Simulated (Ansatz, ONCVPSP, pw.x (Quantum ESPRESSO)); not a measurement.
**In (Z = 49): one change to the ONCV potential, in the atom and in the fcc crystal**

- Element: In (Z = 49)
- Generator: ONCVPSP 4.0.1.1 (patched build)
- Type: optimised norm-conserving Vanderbilt (ONCV)
- Functional: PBE
- Relativity: scalar-relativistic
- Frozen core: [Kr] 4d10
- Valence charge: 3
- Reference configuration: 5s2 5p1
- Partial waves: 5s: rc 1.75 bohr, ncon 3, nbas 7, qcut 3 1/bohr, local; 5p: rc 3.00 bohr, ncon 4, nbas 7, qcut 2.4 1/bohr, 3 projectors, debl 2.8 Ha; d scattering state at 0.27 Ha: rc 2.50 bohr, ncon 4, nbas 7, qcut 4.2 1/bohr, 2 projectors, debl 3 Ha
- Local potential: the s channel
- Core correction: Teter function fitted to the true core (icmod 2), fcfact 0.45

Change: d: debl 2.4.

Cutoffs, loose and tight: the cutoffs (Ha) at which the residual kinetic energy of the hardest occupied pseudo-wave falls to 1 and 0.1 mHa per electron. They do not see the model core or the augmentation charge, which bear on the density cutoff. Test errors are all-electron minus pseudo excitation energies from the reference, over the configurations 5s2 5p0; 5s1 5p0; 5s2 5p0.5; 5s1 5p1; variants that change the core or the reference have their own tests.

Crystal test: fcc In in pw.x 7.5, no spin, 12³ k-points, Fermi–Dirac smearing 0.01 Ry, cutoffs set for each file from its atomic test. The reference is all-electron LAPW (Ansatz 0.2.0) with the same functional, mesh and smearing; V0 and B0 come from Birch–Murnaghan fits to the pressures at five volumes. Errors are pseudo minus all-electron; Δ is the rms difference of the E(V) curves that follow from these fits, minima aligned, over ±6 % about the mean V0. Mesh and smearing are coarse, so the numbers serve the comparison and aren't converged zero-temperature values; the lattice is a test structure that the element need not adopt.

All-electron: a0 = 4.791 Å (V0 = 27.50 Å³/atom), B0 = 34.9 GPa.

Task: Does the change bring the crystal closer to the all-electron result?

Result: The mean pressure error goes from -3.16 to -3.34 GPa, a small move against the size of the error. Neither pressure curve crosses zero within the volumes sampled, so no fits are given.

```csv
quantity,base,changed
outcome (atom),generated,generated
"cutoff, loose (atom)",5.8 Ha,5.8 Ha
"cutoff, tight (atom)",20 Ha,20 Ha
bound ghosts (atom),none,none
largest test error (meV) (atom),-186,-186
cutoffs in pw.x (Ry),50/200,50/200
mean pressure error (GPa),-3.16,-3.34
```

Base: This is a poor potential for the solid. The cutoffs count occupied waves only; projector 2 of the d channel, the hardest unoccupied one, needs 38 Ha at the loose tolerance. Changed file: This is a poor potential for the solid. The cutoffs count occupied waves only; projector 2 of the d channel, the hardest unoccupied one, needs 37 Ha at the loose tolerance.
